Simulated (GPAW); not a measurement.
**A GW chain in GPAW: SnS2 (1T monolayer)**

The cell holds 3 atoms: 1 Sn and 2 S. Its edges and angles: a = 3.613 Å, b = 3.613 Å, c = 13.900 Å, α = 90.0°, β = 90.0°, γ = 120.0°. Vacuum lies along c.

```yaml
method: DFT, LDA, plane waves, PAW (and 1 further level or step)
program: GPAW 26.7.0
settings_of_one_run: cutoff 550 eV, GPAW PAW setups 1.2.1 data release, 9×9×1 k-mesh
cost: 5 runs, 3.9 min in all on 8 MPI ranks of Arm Neoverse V2, shared host (the runs of this entry)
notes: Values taken over the cell’s volume include its vacuum. The start is a generated structure, not a measured one. Limits: no spin-orbit coupling. Only 3 of the mesh’s irreducible points were corrected, so a valley elsewhere could overtake. Bands and cutoff are finite, so the gap is not at the basis limit. The miss can reach some tenths of an eV and take either sign; the mesh is an error of its own.
lda_gap: 1.47 eV, indirect
g0w0_gap_on_the_mesh: 3.15 eV
g0w0_gap_over_the_zone_rigid_shift: 3.09 eV
gw_settings: 9×9×1 mesh, 118 bands, screening to 48 eV, full frequency, Hilbert transform
known_limits: not at the basis limit; no spin-orbit coupling
```

G0W0 moves the gap on the mesh from 1.54 eV to 3.15 eV (+1.61 eV), with Z of 0.75 and 0.78 at the edges. The mesh misses the band edges by 0.07 eV in all; a rigid shift gives 3.09 eV for the zone.

[Paths, hosts, dates, memory and timing lines, banners, echoed tables and standing remarks are left out of the program output.]

[Logs are printed without paths, hosts, clocks, repeated set-up lines and the standing remarks that a program may print on its own settings, such as how far it seeks lower states.]

[Runs of the session that timed out or met a known fault of the program may be left out.]

[Hosts, paths, dates, database ids (printed as entryN), source tags and the programs' standing remarks are cut or masked in the printed files.]
